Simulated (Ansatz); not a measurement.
# Phonon spectrum of SiO$_{2}$

All numbers below come from DFT PBE, scalar-relativistic, plane waves, PAW in Ansatz 0.2.0. Settings: 420 eV plane-wave cutoff, Γ-centred 6×6×4 mesh, fixed occupations. No spin polarisation. Phonons by linear response, acoustic sum rule imposed.

Relaxed structure:
```yaml
crystal:
  lattice:
    - [5.10557, 0.00000, 0.00000]
    - [-2.55278, 4.42155, 0.00000]
    - [0.00000, 0.00000, 5.58521]
  atoms:
    - { symbol: Si, position: [0.00000, 0.50000, 0.83333] }
    - { symbol: Si, position: [0.50000, 0.50000, 0.16667] }
    - { symbol: Si, position: [0.50000, 0.00000, 0.50000] }
    - { symbol: O, position: [0.79197, 0.58394, 0.00000] }
    - { symbol: O, position: [0.20803, 0.41606, 0.00000] }
    - { symbol: O, position: [0.79197, 0.20803, 0.66667] }
    - { symbol: O, position: [0.20803, 0.79197, 0.66667] }
    - { symbol: O, position: [0.41606, 0.20803, 0.33333] }
    - { symbol: O, position: [0.58394, 0.79197, 0.33333] }
```

The cell was found from a structure generator's guess, not taken from experiment. The q mesh is coarse, so values between its points are rough.

Force constants from linear response on a 2×2×1 q mesh.

(1) Is the structure dynamically stable on the q mesh?

(2) Give the frequencies (cm⁻¹) at the zone-boundary points of high symmetry (interpolated where a point lies off the q mesh).

Results:

(1) No: at q = (0.000, 0.000, 0.000) a mode is imaginary, 54i cm⁻¹.

(2)
```csv
point,q,frequencies
M,0.500 0.000 0.000,31i 47 141 146 194 216 252 271 288 305 334 403 411 415 415 441 606 656 746 754 771 1040 1057 1065 1157 1171 1197
K,0.333 0.333 0.000,65 137 137 194 194 225 230 230 258 323 359 383 383 421 421 514 514 716 741 751 751 1048 1061 1061 1172 1172 1176
A,0.000 0.000 0.500,70i 62 62 148 148 203 212 212 223 324 359 396 396 461 461 519 519 739 739 743 744 1033 1065 1065 1135 1195 1195
L,0.500 0.000 0.500,50 74 104 156 181 182 232 267 281 316 344 376 397 416 426 480 564 668 748 772 825 1054 1059 1061 1138 1165 1180
H,0.333 0.333 0.500,60 103 103 164 164 188 240 278 278 328 328 329 424 424 426 524 576 576 796 796 798 1059 1059 1059 1128 1174 1174
```
